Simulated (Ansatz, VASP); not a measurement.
## One calculation of MoS2, two programs

```
CELL_PARAMETERS angstrom
1.56407 0.90302 6.03235
-1.56407 0.90302 6.03235
0.00000 -1.80603 6.03235
ATOMIC_POSITIONS crystal
Mo 0.00000 0.00000 0.00000
S 0.25000 0.25000 0.25000
S 0.75000 0.75000 0.75000
```

Change from the starting cell: volume scaled by 0.96.

Alike in both runs: task single point; functional PBE; k mesh 10 × 10 × 10; occupations fermi-dirac, width 0.05 eV; no spin polarisation.

|  | VASP | Ansatz |
| --- | --- | --- |
| version | VASP 6.6.1 | Ansatz 0.2.0 |
| potentials or method | VASP PAW PBE potentials, release 64 (Mo_sv, S) | Ansatz PAW |
| plane-wave cutoff (eV) | 520 | 420 |
| valence electrons in the cell | 26 | 26 |

VASP gave:

| Property | Result |
| --- | --- |
| gap on the k mesh at the Fermi level (eV) | none |
| pressure (GPa) | 15.1 |
| largest component of the traceless stress (GPa) | 3.65 |
| rms of the force components (eV/Å) | 0.834 |

**Question.** What did Ansatz give for the same quantities?

**Answer.** gap on the k mesh at the Fermi level (eV): none; pressure (GPa): 15.3; largest component of the traceless stress (GPa): 3.65; rms of the force components (eV/Å): 0.841.

Atom by atom the forces differ by 0.007 eV/Å (rms over components). A gap of «none» marks a metal or a gap that the smearing closes.

Caveats: the cell's inner coordinates are idealised or old, which leaves forces on the atoms.
